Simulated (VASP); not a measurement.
Method: PBE GGA, VASP's PBE PAW potentials (set 64) (plane waves; VASP).

VASP ran on this input.

**KPOINTS**
```
Automatic mesh
0
Gamma
7 7 7
0 0 0
```

### POSCAR
```
LiI
1
    0.0000000000     3.0100000000     3.0100000000
    3.0100000000     0.0000000000     3.0100000000
    3.0100000000     3.0100000000     0.0000000000
Li I
1 1
Direct
  0.0000000000   0.0000000000   0.0000000000
  0.5000000000   0.5000000000   0.5000000000
```

INCAR:
```
SYSTEM = LiI
PREC = Accurate
ENCUT = 520
EDIFF = 1E-6
NELM = 100
ALGO = Normal
LREAL = .FALSE.
LASPH = .TRUE.
ISMEAR = 0
SIGMA = 0.05
GGA = PE
LMAXMIX = 4
LWAVE = .FALSE.
LCHARG = .FALSE.
ISIF = 2
NELECT = 10.5
```

POTCAR, in this order: Li_sv I (PBE.64 set). Program: vasp_std.

Output of the run:

### OSZICAR
```
       N       E                     dE             d eps       ncg     rms          rms(c)
DAV:   1     0.440143274084E+02    0.44014E+02   -0.37456E+03   360   0.976E+02
DAV:   2    -0.556076216350E+00   -0.44570E+02   -0.43815E+02   519   0.142E+02
DAV:   3    -0.235438376930E+01   -0.17983E+01   -0.17592E+01   444   0.332E+01
DAV:   4    -0.243070192142E+01   -0.76318E-01   -0.74231E-01   615   0.627E+00
DAV:   5    -0.243120829468E+01   -0.50637E-03   -0.50631E-03   466   0.541E-01    0.650E+00
DAV:   6    -0.245644182388E+01   -0.25234E-01   -0.14580E-01   390   0.177E+00    0.401E+00
DAV:   7    -0.245925215245E+01   -0.28103E-02   -0.60071E-03   427   0.588E-01    0.581E-01
DAV:   8    -0.245968953968E+01   -0.43739E-03   -0.45023E-04   493   0.156E-01    0.968E-02
DAV:   9    -0.245979906833E+01   -0.10953E-03   -0.63275E-05   424   0.637E-02    0.499E-02
DAV:  10    -0.245981616072E+01   -0.17092E-04   -0.24706E-05   445   0.384E-02    0.609E-03
DAV:  11    -0.245981680152E+01   -0.64081E-06   -0.20059E-06   519   0.109E-02
   1 F= -.24598168E+01 E0= -.24589280E+01  d E =-.177761E-02
```

### OUTCAR
```
------------------------ aborting loop because EDIFF is reached ----------------------------------------
  FORCE on cell =-STRESS in cart. coord.  units (eV):
  Direction    XX          YY          ZZ          XY          YZ          ZX
  --------------------------------------------------------------------------------------
  Total        4.5401312      4.5401312      4.5401312     -0.0000000      0.0000000      0.0000000
  in kB      133.3673440    133.3673440    133.3673440     -0.0000000      0.0000000      0.0000000
  external PRESSURE =     133.3673440 kB  Pullay stress =       0.0000000 kB
  volume of cell :       54.54
      direct lattice vectors                 reciprocal lattice vectors
     0.000000000  3.010000000  3.010000000    -0.166112957  0.166112957  0.166112957
     3.010000000  0.000000000  3.010000000     0.166112957 -0.166112957  0.166112957
     3.010000000  3.010000000  0.000000000     0.166112957  0.166112957 -0.166112957
 POSITION                                       TOTAL-FORCE (eV/Angst)
 -----------------------------------------------------------------------------------
      0.00000      0.00000      0.00000         0.000000     -0.000000      0.000000
      3.01000      3.01000      3.01000        -0.000000      0.000000     -0.000000
 -----------------------------------------------------------------------------------
    total drift:                                0.000000     -0.000000      0.000000
  FREE ENERGIE OF THE ION-ELECTRON SYSTEM (eV)
  ---------------------------------------------------
  free  energy   TOTEN  =        -2.4598168015 eV

  energy  without entropy=       -2.4580391904  energy(sigma->0) =       -2.45892800
```
(Selected blocks of OUTCAR.)

The cell is charged, with a uniform compensating background.

The compound is LiI in the rock salt structure. The cell was not relaxed at this level. The run is one of a series of settings (NELECT = 10.5 against the base run), some of them coarse on purpose.
